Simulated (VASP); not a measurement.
Here is a VASP 6.6.1 calculation.

File INCAR:

```
ALGO = Fast
EDIFF = 1E-6
ENCUT = 520
GGA = PS
ISIF = 2
ISMEAR = 0
LASPH = True
LCHARG = False
LREAL = False
LWAVE = False
NBANDS = 13
NELM = 100
PREC = Accurate
SIGMA = 0.1
```

The input KPOINTS:

```
k-points
0
Gamma
  14 14 8
```

POSCAR

```
Se
1.0
    1.3942694300     -4.0390027650      0.0000000000
    1.3942694300      4.0390027650      0.0000000000
    0.0000000000      0.0000000000      4.6134314000
Se
2
Direct
    0.9245139560      0.0754860440      0.2500000000
    0.0643446800      0.9356553200      0.7500000000
```

Potentials or basis: VASP PAW PBE potentials, release 64 (Se).

Command:

```console
$ cat potpaw_PBE.64/Se/POTCAR > POTCAR
$ mpirun -np 1 vasp_std > vasp.out
```

Estimate the pressure.

-2.3 GPa.

What does it give for the band gap on the k mesh?

None (metal or under the smearing width).

What does it give for the largest force?

0.566 eV/Å.

Stress tensor (GPa, compression positive):
```
-0.58  0.00  0.00
 0.00 -2.80  0.00
 0.00  0.00 -3.57
```

Caveat: the PAW data sets were made with another functional, which shifts forces and pressure a little.
